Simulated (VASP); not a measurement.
# TiTe2: formation energy of a vacancy on the Ti site, part 3 of 4

Wanted: what a vacancy on the Ti site costs in TiTe2 and how the lattice relaxes round it. The start is a cell from a database of measured crystal structures.

VASP 6.6.1, plane waves and PAW; the level of theory is named at each step.

So far. Step 2 (The host at zero pressure): The run ended after 8 ionic steps, 0.005 eV below its first step, once forces and stress met EDIFFG = -0.02. Step 3 (The supercell without the defect): The host is treated as a metal, as its relaxation found a gap under 0.3 eV or none, and only the neutral defect is run.

### Step 4. Reference Ti

This step: PBE; plane waves and PAW (Ti) (VASP 6.6.1).

System of this step: Ti. It takes space group P6_3/mmc (No. 194, hexagonal). The conventional cell has a = 2.950 Å, b = 2.950 Å, c = 4.685 Å, α = 90.00°, β = 90.00°, γ = 120.00°. Nearest to Ti lie 12 Ti at 2.90 to 2.95 Å.

The reference for Ti is its crystal, relaxed at the cutoff of the large cell.

INCAR reads:

```
SYSTEM = Ti
PREC = Normal
ENCUT = 300
EDIFF = 1E-05
NELM = 120
ISMEAR = 1
SIGMA = 0.1
LREAL = Auto
ALGO = Fast
GGA = PE
NBANDS = 10
LASPH = .TRUE.
LORBIT = 11
LWAVE = .FALSE.
LCHARG = .FALSE.
KPAR = 4
IBRION = 2
NSW = 25
ISIF = 3
EDIFFG = -0.02
POTIM = 0.4
```

POSCAR reads:

```
Ti
1.0
    2.9500000000      0.0000000000      0.0000000000
   -1.4750000000      2.5547749412      0.0000000000
    0.0000000000      0.0000000000      4.6846000000
Ti
2
Direct
    0.0000000000      0.0000000000      0.0000000000
    0.3333333333      0.6666666667      0.5000000000
```

KPOINTS reads:

```
Automatic mesh
0
Gamma
10 10 6
0 0 0
```

PAW data sets: Ti (PBE family, release 64).

Run with:

```console
> mpirun -np 4 vasp_std
```

Log:

```text
[banner, memory and clock lines left out]
running    4 mpi-ranks, on    1 nodes
 distrk:  each k-point on    1 cores,    4 groups
 distr:  one band on    1 cores,    1 groups

 POSCAR found type information on POSCAR Ti
 POSCAR found :  1 types and       2 ions
|                                                                             |
|               ----> ADVICE to this user running VASP <----                  |
|                                                                             |
|     You have a (more or less) 'small supercell' and for smaller cells       |
|     it is recommended to use the reciprocal-space projection scheme!        |
|     The real-space optimization is not efficient for small cells and it     |
|     is also less accurate ...                                               |
|     Therefore, set LREAL=.FALSE. in the INCAR file.                         |
|                                                                             |

 LDA part: xc-table for (Slater+PW92), standard interpolation
 POSCAR, INCAR and KPOINTS ok, starting setup
 FFT: planning ... GRIDC
 FFT: planning ... GRID_SOFT
 FFT: planning ... GRID
 WAVECAR not read
 entering main loop
       N       E                     dE             d eps       ncg     rms          rms(c)
DAV:   1     0.512551019344E+01    0.51255E+01   -0.23576E+03  1120   0.454E+02
DAV:   2    -0.169313684531E+02   -0.22057E+02   -0.21114E+02  1138   0.919E+01
DAV:   3    -0.177501892381E+02   -0.81882E+00   -0.80187E+00  1576   0.194E+01
DAV:   4    -0.177588001302E+02   -0.86109E-02   -0.85767E-02  1366   0.175E+00
DAV:   5    -0.177588227385E+02   -0.22608E-04   -0.22606E-04  1328   0.750E-02    0.151E+01
RMM:   6    -0.157278309754E+02    0.20310E+01   -0.38275E+00  1120   0.186E+01    0.391E+00
RMM:   7    -0.155034173900E+02    0.22441E+00   -0.18701E+00  1121   0.886E+00    0.117E+00
RMM:   8    -0.155080894354E+02   -0.46720E-02   -0.26924E-01  1120   0.516E+00    0.702E-01
RMM:   9    -0.155129521540E+02   -0.48627E-02   -0.11097E-01  1121   0.212E+00    0.498E-01
RMM:  10    -0.155106357283E+02    0.23164E-02   -0.29795E-02  1120   0.172E+00    0.790E-02
RMM:  11    -0.155109680774E+02   -0.33235E-03   -0.44686E-03  1128   0.288E-01    0.245E-02
RMM:  12    -0.155109720776E+02   -0.40001E-05   -0.27645E-04  1104   0.937E-02    0.401E-02
RMM:  13    -0.155109749886E+02   -0.29110E-05   -0.41732E-05   933   0.404E-02
   1 F= -.15510975E+02 E0= -.15510362E+02  d E =-.155110E+02
 curvature:   0.00 expect dE= 0.000E+00 dE for cont linesearch  0.000E+00
 trial: gam= 0.00000 g(F)=  0.247E-45 g(S)=  0.314E-01 ort = 0.000E+00 (trialstep = 0.100E+01)
 search vector abs. value=  0.314E-01
 bond charge predicted
       N       E                     dE             d eps       ncg     rms          rms(c)
DAV:   1    -0.155304457205E+02   -0.19474E-01   -0.78585E-01  1128   0.894E+00    0.134E+00
RMM:   2    -0.155218573952E+02    0.85883E-02   -0.14619E-02  1120   0.108E+00    0.500E-01
RMM:   3    -0.155207020097E+02    0.11554E-02   -0.64832E-03  1120   0.435E-01    0.812E-02
RMM:   4    -0.155207051823E+02   -0.31726E-05   -0.72796E-04  1121   0.248E-01    0.114E-01
RMM:   5    -0.155224890310E+02   -0.17838E-02   -0.71053E-03  1322   0.688E-01    0.498E-01
RMM:   6    -0.155207062393E+02    0.17828E-02   -0.54172E-03  1265   0.673E-01    0.308E-01
RMM:   7    -0.155206924324E+02    0.13807E-04   -0.13881E-04  1117   0.832E-02    0.137E-01
RMM:   8    -0.155206894678E+02    0.29647E-05   -0.40004E-05   952   0.362E-02
   2 F= -.15520689E+02 E0= -.15519989E+02  d E =-.971448E-02
[...]
3 F= -.15522548E+02 E0= -.15521851E+02  d E =-.115728E-01
[...]
4 F= -.15522548E+02 E0= -.15521851E+02  d E =-.115726E-01
[...]
5 F= -.15522691E+02 E0= -.15522017E+02  d E =-.143264E-03
 ZBRENT: can't locate minimum, use default step
 trial-energy change:   -0.000143  1 .order   -0.000150   -0.000170   -0.000130
 step:   3.7859(harm=  4.0208)  dis= 0.00000  next Energy=   -15.522909 (dE=-0.362E-03)
 bond charge predicted
       N       E                     dE             d eps       ncg     rms          rms(c)
DAV:   1    -0.155229436433E+02   -0.24395E-03   -0.27584E-02  1120   0.102E+00    0.637E-02
RMM:   2    -0.155228659360E+02    0.77707E-04   -0.10421E-04  1095   0.895E-02    0.347E-02
RMM:   3    -0.155228371637E+02    0.28772E-04   -0.35016E-05   986   0.363E-02    0.358E-03
RMM:   4    -0.155228370983E+02    0.65385E-07   -0.38062E-06   646   0.115E-02
   6 F= -.15522837E+02 E0= -.15522298E+02  d E =-.289499E-03
 curvature:  -2.09 expect dE=-0.897E-04 dE for cont linesearch -0.364E-05
 trial: gam= 0.07100 g(F)=  0.135E-46 g(S)=  0.428E-04 ort =-0.181E-04 (trialstep = 0.151E+01)
 search vector abs. value=  0.412E-04
 reached required accuracy - stopping structural energy minimisation
```

Elapsed: 11 s, on 4 MPI ranks of Intel Xeon Platinum 8488C (Sapphire Rapids), shared host; peak memory 0.45 GiB.

Parts of OUTCAR (step 4):

```text
  LATTYP: Found a hexagonal cell.
 ALAT       =     2.9500000000
 C/A-ratio  =     1.5880000000

 Subroutine GETGRP returns: Found 24 space group operations
 (whereof 12 operations were pure point group operations)

The static configuration has the point symmetry D_3h.
 The point group associated with its full space group is D_6h.

 Found     56 irreducible k-points:

   k-points           NKPTS =     56   k-points in BZ     NKDIM =     56   number of bands    NBANDS=     10

   dimension x,y,z NGX =    12 NGY =   12 NGZ =   20
   dimension x,y,z NGXF=    24 NGYF=   24 NGZF=   40

   ENCUT  =  300.0 eV  22.05 Ry    4.70 a.u.   4.17  4.17  6.62*2*pi/ulx,y,z

   NELECT =       8.0000    total number of electrons

 E-fermi :   3.1375

 k-point     1 :       0.0000    0.0000    0.0000
  band No.  band energies     occupation
      1      -2.9963      2.00000
      2       0.4662      2.00000
      3       3.9025     -0.00000
      4       3.9025     -0.00000
      5       4.0105     -0.00000
      6       4.0605     -0.00000
      7       4.4178     -0.00000
    ...

 k-point     2 :       0.1000    0.0000    0.0000
  band No.  band energies     occupation
      1      -2.7168      2.00000
      2       0.6803      2.00000
      3       3.4962     -0.00000
      4       3.4994     -0.00000
      5       4.1011     -0.00000
      6       4.2618     -0.00000
      7       4.3893     -0.00000
    ...

  Total        0.0235391      0.0235391      0.0333419      0.0000000      0.0000000      0.0000000
  in kB        1.1026934      1.1026934      1.5619079      0.0000000      0.0000000      0.0000000
  external PRESSURE =       1.2557649 kB  Pullay stress =       0.0000000 kB

  energy-cutoff  :      300.00
  volume of cell :       34.20
      direct lattice vectors                 reciprocal lattice vectors
     2.928815348  0.000000000 -0.000000000     0.341434977  0.197127576 -0.000000000
    -1.464407674  2.536428494  0.000000000    -0.000000000  0.394255151 -0.000000000
    -0.000000000  0.000000000  4.603956650     0.000000000 -0.000000000  0.217204478

 POSITION                                       TOTAL-FORCE (eV/Angst)
 -----------------------------------------------------------------------------------
      0.00000      0.00000      0.00000         0.000000     -0.000000     -0.000000
     -0.00000      1.69095      2.30198        -0.000000      0.000000      0.000000
 -----------------------------------------------------------------------------------
    total drift:                               -0.000000      0.000000     -0.000000

  FREE ENERGIE OF THE ION-ELECTRON SYSTEM (eV)
  ---------------------------------------------------
  free  energy   TOTEN  =       -15.5228370983 eV

  energy  without entropy=      -15.5212185534  energy(sigma->0) =      -15.52229758

 total charge
# of ion       s       p       d       tot
------------------------------------------
    1        0.553   0.597   2.384   3.534
    2        0.553   0.597   2.384   3.534
--------------------------------------------------
tot          1.107   1.194   4.768   7.069

[... 1 part as in an earlier step ...]

[... 7 further parts left out ...]
```

The run keeps the 24 symmetry operations of its start, so it cannot find a distortion of lower symmetry.

Step by step:

| step | energy less that of the first step (eV) | largest force (eV/Å) | pressure (GPa) | volume (Å³) |
| --- | --- | --- | --- | --- |
| 1 | 0.0000 | 0.0000 | -3.34 | 35.31 |
| 2 | -0.0097 | 0.0000 | 1.60 | 33.82 |
| 3 | -0.0116 | 0.0000 | 0.00 | 34.24 |
| 4 | -0.0116 | 0.0000 | 0.13 | 34.22 |
| 5 | -0.0117 | 0.0000 | 0.12 | 34.21 |
| 6 | -0.0119 | 0.0000 | 0.13 | 34.20 |

| conventional cell, symmetrised | before | after | change |
| --- | --- | --- | --- |
| a (Å) | 2.950 | 2.929 | -0.7 % |
| b (Å) | 2.950 | 2.929 | -0.7 % |
| c (Å) | 4.685 | 4.604 | -1.7 % |
| volume (Å³/atom) | 17.65 | 17.10 | -3.1 % |

The relaxed structure:

```cif
data_structure
_symmetry_space_group_name_H-M 'P 1'
_symmetry_Int_Tables_number 1
_cell_length_a 2.9288
_cell_length_b 2.9288
_cell_length_c 4.6040
_cell_angle_alpha 90.000
_cell_angle_beta 90.000
_cell_angle_gamma 120.000
_cell_volume 34.20
loop_
_atom_site_label
_atom_site_type_symbol
_atom_site_fract_x
_atom_site_fract_y
_atom_site_fract_z
_atom_site_occupancy
Ti1 Ti 0.00000 0.00000 0.00000 1
Ti2 Ti 0.33333 0.66667 0.50000 1
```

This step gave:

```yaml
electronic_cycles: 34
electrons: 8
free_energy_toten: -15.52 eV
energy_at_zero_smearing: -15.52 eV
fermi_energy: 3.138 eV
```

The run ended after 6 ionic steps, 0.012 eV below its first step, once forces and stress met EDIFFG = -0.02.

Energy at zero smearing: -15.52230 eV.

### Step 5. Reference Te

This step: PBE; plane waves and PAW (Te) (VASP 6.6.1).

System of this step: Te. Symmetry: P3_121, No. 152, trigonal system. Conventional cell: a = 4.601 Å, b = 4.601 Å, c = 5.900 Å, α = 90.00°, β = 90.00°, γ = 120.00°. Te has 2 Te at 2.84 Å nearest.

Te is not exchanged here; its energy serves the host's formation enthalpy.

INCAR reads:

```
SYSTEM = Te
PREC = Normal
ENCUT = 300
EDIFF = 1E-05
NELM = 120
ISMEAR = 0
SIGMA = 0.1
LREAL = Auto
ALGO = Fast
GGA = PE
NBANDS = 15
LORBIT = 11
LWAVE = .FALSE.
LCHARG = .FALSE.
KPAR = 4
LASPH = .TRUE.
IBRION = 2
NSW = 25
ISIF = 3
EDIFFG = -0.02
POTIM = 0.4
```

POSCAR reads:

```
Te
1.0
    4.6013525159      0.0000000000      0.0000000000
   -2.3006762580      3.9848881706      0.0000000000
    0.0000000000      0.0000000000      5.9000620010
Te
3
Direct
    0.2566971700      0.0000000000      0.3333333300
    0.0000000000      0.2566971700      0.6666666700
    0.7433028300      0.7433028300      0.0000000000
```

KPOINTS reads:

```
Automatic mesh
0
Gamma
7 7 5
0 0 0
```

The projector-augmented-wave data sets are Te (PBE family, release 64).

Run with:

```console
> mpirun -np 4 vasp_std
```

Log:

```text
[banner, memory and clock lines left out]
running    4 mpi-ranks, on    1 nodes
 distrk:  each k-point on    1 cores,    4 groups
 distr:  one band on    1 cores,    1 groups

 POSCAR found type information on POSCAR Te
 POSCAR found :  1 types and       3 ions
 [... a notice as in an earlier step ...]

 LDA part: xc-table for (Slater+PW92), standard interpolation
 POSCAR, INCAR and KPOINTS ok, starting setup
 FFT: planning ... GRIDC
 FFT: planning ... GRID_SOFT
 FFT: planning ... GRID
 WAVECAR not read
 entering main loop
       N       E                     dE             d eps       ncg     rms          rms(c)
DAV:   1     0.554871742515E+02    0.55487E+02   -0.46683E+03   960   0.608E+02
DAV:   2    -0.602458327512E+01   -0.61512E+02   -0.58840E+02  1297   0.118E+02
DAV:   3    -0.937346736290E+01   -0.33489E+01   -0.33397E+01  1163   0.318E+01
DAV:   4    -0.944056990532E+01   -0.67103E-01   -0.67099E-01  1485   0.526E+00
DAV:   5    -0.944090212161E+01   -0.33222E-03   -0.33222E-03  1205   0.309E-01    0.115E+01
RMM:   6    -0.941954728157E+01    0.21355E-01   -0.19529E-02   960   0.748E-01    0.707E+00
RMM:   7    -0.941498546138E+01    0.45618E-02   -0.41933E-02   960   0.126E+00    0.191E-01
RMM:   8    -0.941463881939E+01    0.34664E-03   -0.63721E-03   960   0.572E-01    0.601E-02
RMM:   9    -0.941473017901E+01   -0.91360E-04   -0.96141E-04   975   0.258E-01    0.529E-02
RMM:  10    -0.941474102781E+01   -0.10849E-04   -0.16028E-04   966   0.107E-01    0.134E-02
RMM:  11    -0.941474532574E+01   -0.42979E-05   -0.48045E-05   830   0.543E-02
   1 F= -.94147453E+01 E0= -.94147453E+01  d E =-.941475E+01
 curvature:   0.00 expect dE= 0.000E+00 dE for cont linesearch  0.000E+00
 trial: gam= 0.00000 g(F)=  0.640E-02 g(S)=  0.646E-02 ort = 0.000E+00 (trialstep = 0.100E+01)
 search vector abs. value=  0.129E-01
 bond charge predicted
       N       E                     dE             d eps       ncg     rms          rms(c)
DAV:   1    -0.942585980395E+01   -0.11119E-01   -0.30450E-01  1002   0.267E+00    0.672E-01
RMM:   2    -0.942209337959E+01    0.37664E-02   -0.11798E-02   960   0.629E-01    0.287E-01
RMM:   3    -0.942006637247E+01    0.20270E-02   -0.36322E-03   960   0.330E-01    0.103E-01
RMM:   4    -0.941977928993E+01    0.28708E-03   -0.11494E-03   960   0.182E-01    0.111E-01
RMM:   5    -0.941978370348E+01   -0.44136E-05   -0.10199E-04   975   0.717E-02    0.561E-02
RMM:   6    -0.941977621204E+01    0.74914E-05   -0.29469E-05   753   0.375E-02
   2 F= -.94197762E+01 E0= -.94197762E+01  d E =-.503089E-02
[... from here on, the cycles between the ionic steps are left out ...]
   3 F= -.94199742E+01 E0= -.94199742E+01  d E =-.522886E-02
   4 F= -.94218920E+01 E0= -.94218920E+01  d E =-.191777E-02
   5 F= -.94262971E+01 E0= -.94262971E+01  d E =-.632296E-02
   6 F= -.94290900E+01 E0= -.94290896E+01  d E =-.911585E-02
   7 F= -.94298264E+01 E0= -.94298256E+01  d E =-.736380E-03
   8 F= -.94298534E+01 E0= -.94298527E+01  d E =-.763373E-03
   9 F= -.94298558E+01 E0= -.94298550E+01  d E =-.765721E-03
  10 F= -.94300420E+01 E0= -.94300414E+01  d E =-.186195E-03
 ZBRENT: can't locate minimum, use default step
 trial-energy change:   -0.000186  1 .order   -0.000191   -0.000204   -0.000177
 step:   4.3167(harm=  8.1131)  dis= 0.00180  next Energy=    -9.430624 (dE=-0.768E-03)
 bond charge predicted
       N       E                     dE             d eps       ncg     rms          rms(c)
DAV:   1    -0.943067827607E+01   -0.63671E-03   -0.37333E-02  1072   0.950E-01    0.118E-01
RMM:   2    -0.943044240811E+01    0.23587E-03   -0.78406E-04   960   0.168E-01    0.658E-02
RMM:   3    -0.943034462784E+01    0.97780E-04   -0.35539E-04   960   0.972E-02    0.341E-02
RMM:   4    -0.943034752894E+01   -0.29011E-05   -0.28555E-05   796   0.374E-02
  11 F= -.94303475E+01 E0= -.94303473E+01  d E =-.491772E-03
 curvature:  -2.92 expect dE=-0.750E-04 dE for cont linesearch -0.107E-04
 trial: gam= 0.02782 g(F)=  0.302E-05 g(S)=  0.227E-04 ort = 0.265E-04 (trialstep = 0.173E+01)
 search vector abs. value=  0.273E-04
 reached required accuracy - stopping structural energy minimisation
```

Run time: 31 s. Hardware: 4 MPI ranks; peak memory 0.65 GiB; 2 min of CPU time.

From OUTCAR (step 5):

```text
   k-points           NKPTS =     32   k-points in BZ     NKDIM =     32   number of bands    NBANDS=     15

   ENCUT  =  300.0 eV  22.05 Ry    4.70 a.u.   6.50  6.50  8.33*2*pi/ulx,y,z

   NELECT =      18.0000    total number of electrons

 E-fermi :   5.7319

 k-point     1 :       0.0000    0.0000    0.0000
  band No.  band energies     occupation
    ...
      5       2.8645      2.00000
      6       2.8645      2.00000
      7       3.9411      2.00000
      8       3.9412      2.00000
      9       4.7368      2.00000
     10       6.5666      0.00000
     11       6.5666      0.00000
     12       7.1057      0.00000
     13      10.6220      0.00000
     14      10.6220      0.00000
    ...

  Total        0.0069353      0.0069353      0.0408180     -0.0000000     -0.0000000      0.0000000
  in kB        0.1058961      0.1058961      0.6232536     -0.0000000     -0.0000000      0.0000000
  external PRESSURE =       0.2783486 kB  Pullay stress =       0.0000000 kB

 POSITION                                       TOTAL-FORCE (eV/Angst)
 -----------------------------------------------------------------------------------
     -1.03870      3.91070      1.98060         0.005105      0.000000     -0.000000
     -0.60957      1.05581      3.96121        -0.002553      0.004421      0.000000
      1.64827      2.85489      0.00000        -0.002553     -0.004421     -0.000000
 -----------------------------------------------------------------------------------
    total drift:                                0.000003     -0.000002     -0.000000

  FREE ENERGIE OF THE ION-ELECTRON SYSTEM (eV)
  ---------------------------------------------------
  free  energy   TOTEN  =        -9.4303475289 eV

  energy  without entropy=       -9.4303469845  energy(sigma->0) =       -9.43034726

[... 1 part as in an earlier step ...]

[... 15 further parts left out ...]
```

CONTCAR:

```
Te
   1.00000000000000
     4.5156890511668877    0.0000000000010791   -0.0000000000000000
    -2.2578445256315782    3.9107014339608543    0.0000000000000000
    -0.0000000000000000    0.0000000000000001    5.9418139807914434
  Te
     3
Direct
     0.2699802667819928    0.9999999999999991    0.3333333300000021
     0.0000000000000006    0.2699802667819960    0.6666666699999979
     0.7300197332180067    0.7300197332180050    0.0000000000000000
```

The gap is read on the k-mesh alone, so it is an upper bound where the band edges lie off the mesh. The run keeps the 6 symmetry operations of its start, so it cannot find a distortion of lower symmetry.

Step by step:

| step | energy less that of the first step (eV) | largest force (eV/Å) | pressure (GPa) | volume (Å³) |
| --- | --- | --- | --- | --- |
| 1 | 0.0000 | 0.2350 | 0.56 | 108.18 |
| 2 | -0.0050 | 0.0638 | -0.39 | 109.76 |
| 3 | -0.0052 | 0.0892 | -0.26 | 109.50 |
| 4 | -0.0071 | 0.0780 | -0.27 | 109.04 |
| 5 | -0.0116 | 0.0587 | -0.06 | 107.68 |
| 6 | -0.0143 | 0.0264 | 0.29 | 104.98 |
| 7 | -0.0151 | 0.0274 | -0.06 | 105.13 |
| 8 | -0.0151 | 0.0126 | -0.01 | 105.10 |
| 9 | -0.0151 | 0.0175 | -0.02 | 105.11 |
| 10 | -0.0153 | 0.0140 | 0.00 | 105.06 |
| 11 | -0.0156 | 0.0051 | 0.03 | 104.93 |

| conventional cell, symmetrised | before | after | change |
| --- | --- | --- | --- |
| a (Å) | 4.601 | 4.516 | -1.9 % |
| b (Å) | 4.601 | 4.516 | -1.9 % |
| c (Å) | 5.900 | 5.942 | +0.7 % |
| volume (Å³/atom) | 36.06 | 34.98 | -3.0 % |

The atoms that moved most (Å, as changes of fractional coordinates times the final cell):

| atom | dx | dy | dz | length |
| --- | --- | --- | --- | --- |
| Te1 | 0.060 | 0.000 | 0.000 | 0.060 |
| Te2 | -0.030 | 0.052 | 0.000 | 0.060 |
| Te3 | -0.030 | -0.052 | 0.000 | 0.060 |

Final coordinates:

```xyz
3
Lattice="4.5157 0.0000 0.0000 -2.2578 3.9107 0.0000 0.0000 0.0000 5.9418" Properties=species:S:1:pos:R:3 pbc="T T T"
Te    1.2191    0.0000    1.9806
Te   -0.6096    1.0558    3.9612
Te    1.6483    2.8549    0.0000
```

This step gave:

```
electronic cycles                               : 56
electrons                                       : 18
free energy (TOTEN)                             : -9.430 eV
Fermi energy                                    : 5.732 eV
labelled metallic, from the levels on this mesh : no
gap on the k-mesh                               : 0.5766 eV
least direct gap on the k-mesh                  : 0.7963 eV
```

The run ended after 11 ionic steps, 0.016 eV below its first step, once forces and stress met EDIFFG = -0.02.

Energy at zero smearing: -9.43035 eV.

[end of part 3 of 4]

[Lines on the potential files, build, host, timing and source positions are cut from VASP's logs without a mark.]

[Logs are printed without paths, hosts, clocks, repeated set-up lines and the standing remarks that a program may print on its own settings, such as how far it seeks lower states.]

[Hosts, paths, dates, database ids (printed as entryN), source tags and the programs' standing remarks are cut or masked in the printed files.]

[In band tables of VASP the shares of atoms and orbitals are scaled to a sum of 1 inside the atoms' spheres.]

[Runs that stopped without an error message from VASP are left out.]
